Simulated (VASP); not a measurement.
The system is AgCl (Chlorargyrite).

```xyz
2
Lattice="0.0000 2.7350 2.7350 2.7350 0.0000 2.7350 2.7350 2.7350 0.0000" Properties=species:S:1:pos:R:3 pbc="T T T"
Ag    0.0000    0.0000    0.0000
Cl    2.7350    2.7350    2.7350
```

Base run:

```yaml
Program: VASP 6.6.1
Functional: PBE
Potentials_or_basis: VASP PAW PBE potentials, release 64 (Ag, Cl)
Cutoff: 520 eV
k_mesh: 8 × 8 × 8
Occupations: fermi-dirac, width 0.05 eV
Spin: no spin polarisation
```

Its results: band gap on the k mesh 0.90 eV, indirect (least direct gap 3.32 eV); pressure 3.8 GPa.

Q: The run is repeated on the same cell with these changes: functional from PBE to PBEsol. What comes out?

A: Band gap on the k mesh 0.72 eV, indirect (least direct gap 3.18 eV); pressure -0.8 GPa.

PBEsol binds more tightly than PBE, so the same cell stands under less pressure.

Caveats: the PAW data sets were made with another functional, which shifts forces and pressure a little (some runs).

A k mesh can miss the band edges.

Not every run made on this cell is shown here.
